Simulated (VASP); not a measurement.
Crystal: CoSi.

```
CELL_PARAMETERS angstrom
2.78133 0.00000 0.00000
0.00000 2.78133 0.00000
0.00000 0.00000 2.78133
ATOMIC_POSITIONS crystal
Co 0.00000 0.00000 0.00000
Si 0.50000 0.50000 0.50000
```

Measurements of this composition are mostly on another form, of space group No. 198.

| Quantity | Value |
| --- | --- |
| Program | VASP 6.6.1 |
| Task | single point |
| Functional | PBE |
| Potentials or basis | VASP PAW PBE potentials, release 64 (Co, Si) |
| Cutoff | 520 eV |
| k mesh | 10 × 10 × 10 |
| Occupations | fermi-dirac, width 0.05 eV |
| Spin | collinear spin, ferromagnetic start |
| Starting moments | [2.0, 0.0] μB |

On this cell: pressure 0.6 GPa; largest force zero by symmetry; net moment 0.54 μB per cell; site moments Co +0.54; Si +0.01 μB; band gap on the k mesh none (metal or under the smearing width).

The same run follows on a disturbed copy (atoms moved at random, drawn with an rms of 0.05 Å):

```
CELL_PARAMETERS angstrom
2.78133 0.00000 0.00000
0.00000 2.78133 0.00000
0.00000 0.00000 2.78133
ATOMIC_POSITIONS crystal
Co 0.98982 0.98882 0.99982
Si 0.49271 0.50471 0.51097
```

Task: What does the disturbed cell give?

Result: The energy (extrapolated to zero smearing) moves by +3.7 meV/atom; pressure 0.9 GPa; largest force 0.274 eV/Å; net moment 0.54 μB per cell; site moments Co +0.54; Si +0.01 μB; band gap on the k mesh none (metal or under the smearing width).

Forces on the atoms (eV/Å):
```
Co   0.041  0.221  0.156
Si  -0.041 -0.221 -0.156
```

Stress tensor (GPa, compression positive):
```
0.94 0.09 0.07
0.09 0.77 0.35
0.07 0.35 0.86
```
